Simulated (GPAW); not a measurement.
# HfC (Fm-3m) in GPAW: a series of runs

Runs on HfC. Level: PBE. Tasks: single point.

All numbers are computed with GPAW 26.7.0; they aren't measurements. Logs are shortened: lines on timing, memory, paths and dates and some standing lists are left out, and cuts for length are marked. The log counts tension as positive stress, the text compression.

**1. Starting point**

Symmetry: Fm-3m, No. 225, cubic system. The conventional cell has a = 4.650 Å, b = 4.650 Å, c = 4.650 Å, α = 90.00°, β = 90.00°, γ = 90.00°. Hf (site symmetry m-3m) is surrounded by 6 C at 2.33 Å. C (site symmetry m-3m) has 6 Hf at 2.33 Å as nearest neighbours.

**2. Single point, PBE**

Input file run.py:

```python
from ase.dft.bandgap import bandgap
from ase.io import read, write
from ase.units import GPa
from gpaw import GPAW, PW

atoms = read('HfC.xyz')

calc = GPAW(mode=PW(800),
            xc='PBE',
            kpts={'size': (10, 10, 10), 'gamma': True},
            occupations={'name': 'methfessel-paxton', 'order': 0, 'width': 0.026000000000000002},
            nbands=18,
            convergence={'density': 1e-05, 'energy': 1e-05},
            maxiter=150,
            txt='gpaw.txt')
atoms.calc = calc
energy = atoms.get_potential_energy()
forces = atoms.get_forces()
stress = atoms.get_stress()
calc.write('gs.gpw')
write('result.traj', atoms)
print(f'Energy: {energy:.6f} eV')
print('Forces (eV/A):')
print(forces.round(4))
print('Stress (GPa):', (stress / GPa).round(3))
print('Fermi level:', round(calc.get_fermi_level(), 4), 'eV')
print(f'Gap: {bandgap(calc)[0]:.4f} eV, direct: {bandgap(calc, direct=True)[0]:.4f} eV')
```

Input file HfC.xyz:

```xyz
2
Lattice="0.0000000000 2.3250000000 2.3250000000 2.3250000000 0.0000000000 2.3250000000 2.3250000000 2.3250000000 0.0000000000" Properties=species:S:1:pos:R:3 pbc="T T T"
Hf     2.3250000000      2.3250000000      2.3250000000
C      0.0000000000      0.0000000000      0.0000000000
```

Potentials or basis: GPAW PAW data sets (gpaw-data 1.2.1), pw.

Command:

```
$ OMP_NUM_THREADS=1 python run.py
```

gpaw.txt:

```text
__  _  _
 | _ |_)|_||  |
 |__||  | ||/\| - 26.7.0

Input parameters:
  mode=PW(ecut=800.0),
  convergence={'density': 1e-05, 'energy': 1e-05},
  kpts=MonkhorstPack(size=(10, 10, 10), gamma=True),
  maxiter=150,
  nbands=18,
  occupations=Occupations(name='methfessel-paxton', order=0, width=0.026000000000000002),
  xc=XC(name='PBE')

Diagonalizing LCAO Hamiltonian
Converting LCAO to pw mode

               Hf

       C

Atoms  # Å, Bohr magnetons
|   | symbol |        x |        y |        z |    initial magnetic moments |
|---|--------|----------|----------|----------|-----------------------------|
| 0 |     Hf | 2.325000 | 2.325000 | 2.325000 | ( 0.0000,  0.0000,  0.0000) |
| 1 |      C | 0.000000 | 0.000000 | 0.000000 | ( 0.0000,  0.0000,  0.0000) |

Unit cell  # Å
| periodic |        x |        y |        z |  lengths |    angles |
|----------|----------|----------|----------|----------|-----------|
|      yes | 0.000000 | 2.325000 | 2.325000 | 3.288047 | 60.000000 |
|      yes | 2.325000 | 0.000000 | 2.325000 | 3.288047 | 60.000000 |
|      yes | 2.325000 | 2.325000 | 0.000000 | 3.288047 | 60.000000 |

Number of symmetries: 48
Symmetry operations  # r_c * U_cc + t_c -> r_c
|    | kind |            matrix            |
|----|------|------------------------------|
|  0 |  σ   |  1, 0, 0,  1, 0,-1,  1,-1, 0 |
|  1 |  C2  |  1, 0, 0,  1,-1, 0,  1, 0,-1 |
|  2 |  E   |  1, 0, 0,  0, 1, 0,  0, 0, 1 |
|  3 |  σ   |  1, 0, 0,  0, 0, 1,  0, 1, 0 |
|  4 |  C4  |  1, 0,-1,  1, 0, 0,  1,-1, 0 |
|  5 |  S6  |  1, 0,-1,  1,-1, 0,  1, 0, 0 |
|  6 |  σ   |  1, 0,-1,  0, 1,-1,  0, 0,-1 |
|  7 |  C3  |  1, 0,-1,  0, 0,-1,  0, 1,-1 |
|  8 |  S6  |  1,-1, 0,  1, 0, 0,  1, 0,-1 |
|  9 |  C4  |  1,-1, 0,  1, 0,-1,  1, 0, 0 |
| 10 |  C3  |  1,-1, 0,  0,-1, 1,  0,-1, 0 |
| 11 |  σ   |  1,-1, 0,  0,-1, 0,  0,-1, 1 |
| 12 |  σ   |  0, 1, 0,  1, 0, 0,  0, 0, 1 |
| 13 |  C4  |  0, 1, 0,  0, 1,-1, -1, 1, 0 |
| 14 |  C3  |  0, 1, 0,  0, 0, 1,  1, 0, 0 |
| 15 |  S6  |  0, 1, 0, -1, 1, 0,  0, 1,-1 |
| 16 |  C2  |  0, 1,-1,  1, 0,-1,  0, 0,-1 |
| 17 |  σ   |  0, 1,-1,  0, 1, 0, -1, 1, 0 |
| 18 |  S4  |  0, 1,-1,  0, 0,-1,  1, 0,-1 |
| 19 |  C4  |  0, 1,-1, -1, 1, 0,  0, 1, 0 |
| 20 |  C3  |  0, 0, 1,  1, 0, 0,  0, 1, 0 |
| 21 |  σ   |  0, 0, 1,  0, 1, 0,  1, 0, 0 |
| 22 |  S6  |  0, 0, 1,  0,-1, 1, -1, 0, 1 |
| 23 |  C4  |  0, 0, 1, -1, 0, 1,  0,-1, 1 |
| 24 |  S4  |  0, 0,-1,  1, 0,-1,  0, 1,-1 |
| 25 |  C3  |  0, 0,-1,  0, 1,-1,  1, 0,-1 |
| 26 |  C2  |  0, 0,-1,  0,-1, 0, -1, 0, 0 |
| 27 |  S6  |  0, 0,-1, -1, 0, 0,  0,-1, 0 |
| 28 |  S4  |  0,-1, 1,  1,-1, 0,  0,-1, 0 |
| 29 |  C4  |  0,-1, 1,  0, 0, 1, -1, 0, 1 |
| 30 |  C2  |  0,-1, 1,  0,-1, 0,  1,-1, 0 |
| 31 |  σ   |  0,-1, 1, -1, 0, 1,  0, 0, 1 |
| 32 |  C3  |  0,-1, 0,  1,-1, 0,  0,-1, 1 |
| 33 |  S6  |  0,-1, 0,  0, 0,-1, -1, 0, 0 |
| 34 |  S4  |  0,-1, 0,  0,-1, 1,  1,-1, 0 |
| 35 |  C2  |  0,-1, 0, -1, 0, 0,  0, 0,-1 |
| 36 |  C2  | -1, 1, 0,  0, 1, 0,  0, 1,-1 |
| 37 |  S6  | -1, 1, 0,  0, 1,-1,  0, 1, 0 |
| 38 |  S4  | -1, 1, 0, -1, 0, 1, -1, 0, 0 |
| 39 |  C3  | -1, 1, 0, -1, 0, 0, -1, 0, 1 |
| 40 |  S6  | -1, 0, 1,  0, 0, 1,  0,-1, 1 |
| 41 |  C2  | -1, 0, 1,  0,-1, 1,  0, 0, 1 |
| 42 |  C3  | -1, 0, 1, -1, 1, 0, -1, 0, 0 |
| 43 |  S4  | -1, 0, 1, -1, 0, 0, -1, 1, 0 |
| 44 |  C2  | -1, 0, 0,  0, 0,-1,  0,-1, 0 |
| 45 |  i   | -1, 0, 0,  0,-1, 0,  0, 0,-1 |
| 46 |  σ   | -1, 0, 0, -1, 1, 0, -1, 0, 1 |
| 47 |  C2  | -1, 0, 0, -1, 0, 1, -1, 1, 0 |

BZ-sampling:
  Number of BZ points: 1000
  Number of IBZ points: 47

  Monkhorst-Pack size: [10, 10, 10]
  Monkhorst-Pack shift: [0.05, 0.05, 0.05]

K-points  # in reciprocal-cell coordinates
|     |                                coordinates |     weight |
|-----|--------------------------------------------|------------|
|   0 | (  0.00000000,   0.00000000,   0.00000000) | 0.00100000 |
|   1 | (  0.10000000,   0.10000000,   0.00000000) | 0.00600000 |
|   2 | (  0.10000000,   0.10000000,   0.10000000) | 0.00800000 |
|   3 | (  0.20000000,   0.10000000,   0.10000000) | 0.01200000 |
|   4 | (  0.20000000,   0.20000000,   0.00000000) | 0.00600000 |
|   5 | (  0.20000000,   0.20000000,   0.10000000) | 0.02400000 |
|   6 | (  0.20000000,   0.20000000,   0.20000000) | 0.00800000 |
|   7 | (  0.30000000,   0.20000000,   0.10000000) | 0.02400000 |
|   8 | (  0.30000000,   0.20000000,   0.20000000) | 0.02400000 |
|   9 | (  0.30000000,   0.30000000,   0.00000000) | 0.00600000 |
| ... |                                            |            |
|  46 | (  0.50000000,   0.50000000,   0.50000000) | 0.00400000 |

Plane wave coefficients: 1308
Cutoff: 800.0 eV

Spin-components: 1 (collinear spins)
Bands:           18
Projectors:      11
Spin-degeneracy: 2
Datatype:        complex128

Parallelization:
  kpt:    1
  domain: 1
  band:   1

Density:
  Valence electrons: 16.0
  Components: 1
  Grid points: [24 24 24]
  Charge: 0.0  # |e|

Potential:
  Grid points: [24 24 24]

species:
  Hf:
    name:    Hafnium
    Z:       72.0
    valence: 12
    core:    60
    charge:  0.0  # [|e|]
    compensation charges:
      type: gauss
      rc: 0.41  # [Å]
      lmax: 2
    cutoffs:
      filter: 2.36  # [Å]
      core: 4.02  # [Å]
    projectors
    | kind |    occ | energy [eV] | rcut [Å] |
    |------|--------|-------------|----------|
    |   5s |  2.000 |     -66.831 |    1.397 |
    |   6s |  2.000 |      -5.097 |    1.397 |
    |   5p |  6.000 |     -35.599 |    1.307 |
    |   6p |  0.000 |      -1.401 |    1.307 |
    |   5d |  2.000 |      -2.699 |    1.334 |
    |    d |        |      24.513 |    1.334 |

    Using partial waves for Hf as LCAO basis

  C:
    name:    Carbon
    Z:       6.0
    valence: 4
    core:    2
    charge:  0.0  # [|e|]
    compensation charges:
      type: gauss
      rc: 0.20  # [Å]
      lmax: 2
    cutoffs:
      filter: 1.14  # [Å]
      core: 1.14  # [Å]
    projectors
    | kind |    occ | energy [eV] | rcut [Å] |
    |------|--------|-------------|----------|
    |   2s |  2.000 |     -13.751 |    0.635 |
    |   2p |  2.000 |      -5.284 |    0.635 |
    |    s |        |      13.461 |    0.635 |
    |    p |        |      21.927 |    0.635 |
    |    d |        |       0.000 |    0.635 |

    Using partial waves for C as LCAO basis

Reference energy: -410913.743391  # eV

eigensolver:
  PPCG
  Converge bands: occupied
  niter=2

density mixing:
  MSR1-Mixer
  Pratt-step length: 0.05
  Maximum mixing coefficient: 0.75
  Old densities: 10
  SVD Regularization: 0.005
  Good broyden scale: 1.0
  Trust region scale: 1.0
  Backstep threshold: 4.0
  History deletion threshold: 6.0
  Fourier metric: weight=20.0, sigma=0.015

occupation numbers:
  Methfessel-Paxton:
    width: 0.0260  # eV
    order: 0

poisson solver:
  ecut: 6400.0  # eV

xc functional:
  name: PBE with 2 nearest neighbor stencil

convergence criteria:
- Maximum integral of absolute [dens]ity change: 1e-05 electrons / valence electron
- Maximum [total energy] change in last 3 cyles: 1e-05 eV / valence electron
- Maximum integral of absolute [eigenst]ate change: 4e-08 eV^2 / valence electron
maximum number of iterations: 150

SCF iterations
|iter     | |      energy | eigst |  dens |
|---------|-|-------------|-------|-------|
|iter:   1| |  -20.472525 | -0.35 |       |
|iter:   2| |  -19.878868 | -2.55 | -0.80 |
|iter:   3| |  -18.557970 | -1.52 | -0.87 |
|iter:   4| |  -18.572597 | -3.26 | -1.59 |
|iter:   5| |  -18.583391 | -3.21 | -1.81 |
|iter:   6| |  -18.583347 | -5.26 | -3.04 |
|iter:   7| |  -18.583346c| -6.52 | -3.63 |
|iter:   8| |  -18.583346c| -7.36 | -4.12 |
|iter:   9| |  -18.583346c| -8.93c| -5.34c|

Converged in 9 steps
Energy contributions relative to reference atoms: (reference = -410913.743391)

Energy contributions:
  Kinetic:          20.402168
  Coulomb:         -21.094794
  Zero:             -0.381313
  External:          0.000000
  Xc:              -17.509295
  Entropy:          -0.000224
  Spinorbit:         0.000000
  ----------------------------
  Free energy:     -18.583459
  Extrapolated:    -18.583346

dipole moment: (-9.241487, -9.241487, -9.241487)  # |e|*Ang

Fermi level: 11.020
Eigenvalues  # (at kpt = [0.000, 0.000, 0.000])
| band index |      eig [eV] | occ [0-2] |
|------------|---------------|-----------|
|          0 |       -49.969 |     2.000 |
|          1 |       -18.619 |     2.000 |
|          2 |       -18.619 |     2.000 |
|          3 |       -18.619 |     2.000 |
|          4 |        -1.303 |     2.000 |
|          5 |        12.009 |     0.000 |
|          6 |        12.009 |     0.000 |
|          7 |        12.009 |     0.000 |
|          8 |        12.377 |     0.000 |
|          9 |        12.377 |     0.000 |
|         10 |        12.377 |     0.000 |
|         11 |        14.376 |     0.000 |
|         12 |        14.376 |     0.000 |
|        ... |               |           |
|         17 |        35.277 |     0.000 |

No gap
No difference between direct/indirect transitions

Forces  # eV/Ang
|        x |       y |        z |
|----------|---------|----------|
| -0.00000 | 0.00000 | -0.00000 |  # Hf   0
| -0.00000 | 0.00000 | -0.00000 |  # C    1

Stress tensor  # eV/Ang^3
|         x |         y |         z |
|-----------|-----------|-----------|
| -0.007950 |  0.000000 |  0.000000 |
|  0.000000 | -0.007950 | -0.000000 |
|  0.000000 | -0.000000 | -0.007950 |

# Writing to gs.gpw (mode='')
```

Wall time 18 s (1 thread of Intel Xeon Platinum 8488C (Sapphire Rapids), shared host); peak memory 0.18 GiB.

Results:

| Item | Value |
| --- | --- |
| Free energy | -18.5835 eV |
| Pressure | 1.3 GPa |
| Band gap on the k mesh | none (metal or under the smearing width) |

The run has no spin-orbit coupling, so splittings on Hf are missing.

**3. Single point, PBE**

Edit run.py of step 2 so:

```diff
@@ -10,3 +10,3 @@
             kpts={'size': (10, 10, 10), 'gamma': True},
-            occupations={'name': 'methfessel-paxton', 'order': 0, 'width': 0.026000000000000002},
+            occupations={'name': 'methfessel-paxton', 'order': 0, 'width': 0.027000000000000003},
             nbands=18,
```

HfC.xyz is that of step 2.

Potentials or basis: GPAW PAW data sets (gpaw-data 1.2.1), pw.

Command:

```
$ OMP_NUM_THREADS=1 python run.py
```

It took 18 s on 1 thread of Intel Xeon Platinum 8488C (Sapphire Rapids), shared host; peak memory 0.18 GiB.

The run converged. Its results:

```yaml
Free_energy: -18.5835 eV
Pressure: 1.3 GPa
Band_gap_on_the_k_mesh: none (metal or under the smearing width)
```

Levels at points of the mesh, in eV from the Fermi level:
```tsv
k point	band 6	band 7	band 8	band 9	band 10	band 11
(0.00, 0.00, 0.00)	0.99	0.99	0.99	1.36	1.36	1.36
(0.50, 0.50, 0.00)	-2.65	-1.80	-0.13	-0.13	5.27	6.68
(0.50, 0.50, 0.50)	-6.16	-3.01	-3.01	5.27	5.27	5.75
```
